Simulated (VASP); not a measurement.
A run of VASP 6.6.1:

The input INCAR:

```
  PREC = Accurate
  ENCUT = 600
  EDIFF = 1E-6
  ISMEAR = 1
  SIGMA = 0.1
  LREAL = False
  LASPH = True
  NELM = 150
  ALGO = Normal
  ISIF = 2
  LWAVE = False
  LCHARG = False
  ISPIN = 2
  MAGMOM = 7 0
  LORBIT = 11
  LMAXMIX = 6
  GGA = PE
  AMIX = 0.2
  BMIX = 1E-4
  AMIX_MAG = 0.8
  BMIX_MAG = 1E-4
```

File KPOINTS:

```
Automatic mesh
0
Gamma
  12 12 12
```

POSCAR

```
EuO
1.0
    0.0000000000      2.5719500000      2.5719500000
    2.5719500000      0.0000000000      2.5719500000
    2.5719500000      2.5719500000      0.0000000000
Eu O
1 1
Direct
    0.0000000000      0.0000000000      0.0000000000
    0.5000000000      0.5000000000      0.5000000000
```

Potentials or basis: VASP PAW PBE potentials, release 64 (Eu, O).

Launch:

```console
$ cat potpaw_PBE.64/Eu/POTCAR potpaw_PBE.64/O/POTCAR > POTCAR
$ mpirun -np 1 vasp_std > vasp.out
```

Hardware: 1 thread of Intel(R) Xeon(R) Platinum 8488C (Sapphire Rapids), with other jobs on the host.

**Question.** How long does it take, and how much memory?

**Answer.** Wall time 120 s on 1 thread of Intel(R) Xeon(R) Platinum 8488C (Sapphire Rapids), with other jobs on the host, peak memory 0.27 GiB. Counts: scf iterations 16, k points 72.
